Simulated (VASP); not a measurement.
A run of VASP 6.6.1 is set up as follows.

The input INCAR:

```
ALGO = Fast ; EDIFF = 1E-7
ENCUT = 520 ; GGA = PE
ISIF = 2 ; ISMEAR = 0
LASPH = T ; LCHARG = F
LREAL = F ; LWAVE = F
NBANDS = 11 ; NELM = 80
PREC = Accurate ; SIGMA = 0.02
```

Contents of KPOINTS:

```
k-points
0
Gamma
  20 20 20
```

The input POSCAR:

```
C                                       
1.0
    0.0000000000      1.7867132742      1.7867132742
    1.7867132742      0.0000000000      1.7867132742
    1.7867132742      1.7867132742      0.0000000000
  C             
     2
Direct
     0.0000000000000000    0.0000000000000000    0.0000000000000000
     0.2500000000000000    0.2500000000000000    0.2500000000000000
```

Potentials or basis: VASP PAW PBE potentials, release 64 (C).

Launch:

```sh
$ cat potpaw_PBE.64/C/POTCAR > POTCAR
$ mpirun -np 1 vasp_std > vasp.out
```

Task: What does it give for the pressure?

Result: 0.0 GPa.

Task: Predict the band gap on the k mesh.

Result: 4.12 eV, indirect (least direct gap 5.57 eV).

A k mesh can miss the band edges. PBE gaps usually lie below the measured ones, often by a third to a half.
